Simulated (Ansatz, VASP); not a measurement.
Ga in VASP and in Ansatz

INCAR

```
ALGO = Normal
EDIFF = 1E-6
ENCUT = 520
GGA = CA
ISIF = 2
ISMEAR = -1
LASPH = T
LCHARG = T
LELF = T
LREAL = F
LVHAR = T
LWAVE = F
NBANDS = 12
NELM = 80
PREC = Accurate
SIGMA = 0.05
```

File KPOINTS:

```
k-points
0
Gamma
  16 16 16
```

File POSCAR:

```
Ga
1.0
   -1.3765671674      1.3765671674      1.3765671674
    1.3765671674     -1.3765671674      1.3765671674
    1.3765671674      1.3765671674     -1.3765671674
Ga
1
Direct
    0.0000000000      0.0000000000      0.0000000000
```

Input for Ansatz:

```yaml
crystal:
  lattice:
    - [-1.3765671674, 1.3765671674, 1.3765671674]
    - [1.3765671674, -1.3765671674, 1.3765671674]
    - [1.3765671674, 1.3765671674, -1.3765671674]
  atoms:
    - { symbol: Ga, position: [0.0, 0.0, 0.0] }
kpoints:
  mp_grid: { grid: [16, 16, 16] }
scf:
  occupations: { method: fermi_dirac, width: 0.05 }
hamiltonian:
  xc: lda
  pseudopotentials: { kind: paw }
output:
  forces: true
  stress: true
  eigenvalues: true
  populations: true
```

Change from the starting cell: volume scaled by 0.6, PAW files.

Alike in both runs: task single point; functional LDA; k mesh 16 × 16 × 16; occupations fermi-dirac, width 0.05 eV; no spin polarisation.

|  | VASP | Ansatz |
| --- | --- | --- |
| version | VASP 6.6.1 | Ansatz 0.2.0 |
| potentials or method | VASP PAW LDA potentials, release 64 (Ga_d) | PAW with Ansatz's default frozen-core files, scalar-relativistic |
| plane-wave cutoff (eV) | 520 | 420 |
| valence electrons in the cell | 13 | 13 |

|  | VASP | Ansatz | Ansatz less VASP |
| --- | --- | --- | --- |
| pressure (GPa) | 112.7 | 111.1 | -1.55 |

Caveats: the cell as given lies far from equilibrium; so large a pressure means that the cell lies far from this level's equilibrium, or that cutoff or potentials fall short (VASP).
